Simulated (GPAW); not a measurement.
HfN:

```
Hf N
1.0
     0.00000    2.25600    2.25600
     2.25600    0.00000    2.25600
     2.25600    2.25600    0.00000
Hf N
1 1
Direct
  0.00000 0.00000 0.00000
  0.50000 0.50000 0.50000
```

```yaml
Program: GPAW 26.7.0
Task: relaxation of cell and atoms
Functional: RPBE
Potentials_or_basis: the program's PAW data sets (release 1.2.1) made for this functional
Cutoff: 800 eV
Basis: pw
k_mesh: 10 × 10 × 10
Occupations: fermi-dirac, width 0.05 eV
Spin: no spin polarisation
```

At the start: pressure 12.0 GPa; volume 11.48 Å³/atom.

Q: Where does the relaxation end?

A: Over 4 steps the energy falls by 19.7 meV/atom and the volume is 11.98 Å³/atom (+4.3 %); space group Fm-3m (No. 225, to 0.05 Å).

The path:
| step | energy change (eV) | largest force (eV/Å) | pressure (GPa) | volume (Å³) |
| --- | --- | --- | --- | --- |
| 1 | 0.0000 | 0.0000 | 12.00 | 22.96 |
| 2 | -0.0259 | 0.0000 | 6.52 | 23.39 |
| 3 | -0.0393 | 0.0000 | 0.31 | 23.93 |
| 4 | -0.0393 | 0.0000 | 0.01 | 23.96 |

Final structure:
```
Hf N
1.0
     0.00000    2.28811    2.28811
     2.28811    0.00000    2.28811
     2.28811    2.28811    0.00000
Hf N
1 1
Direct
  0.00000 0.00000 0.00000
  0.50000 0.50000 0.50000
```

Caveat: later steps reuse the first step's grids.
